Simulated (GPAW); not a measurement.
The system is HgSe.

```
CELL_PARAMETERS angstrom
0.00000 3.03900 3.03900
3.03900 0.00000 3.03900
3.03900 3.03900 0.00000
ATOMIC_POSITIONS crystal
Hg 0.00000 0.00000 0.00000
Se 0.75000 0.75000 0.75000
```

Base run:

| Quantity | Value |
| --- | --- |
| Program | GPAW 26.7.0 |
| Functional | rSCAN |
| Potentials or basis | GPAW PAW data sets (gpaw-data 1.2.1) |
| Cutoff | 600 eV |
| Basis | pw |
| k mesh | 6 × 6 × 6 |
| Occupations | fermi-dirac, width 0.05 eV |
| Spin | spin-orbit coupling, no magnetisation |

Its results: pressure 3.5 GPa.

**Question.** The run is repeated on the same cell with these changes: functional from rSCAN to TASK. What comes out?

**Answer.** Pressure 8.2 GPa.

Caveats: spin-orbit coupling was added after a scalar SCF, so levels and gaps hold it while energy, forces, pressure and moments don't; the PAW data sets were made with another functional, which shifts forces and pressure a little.
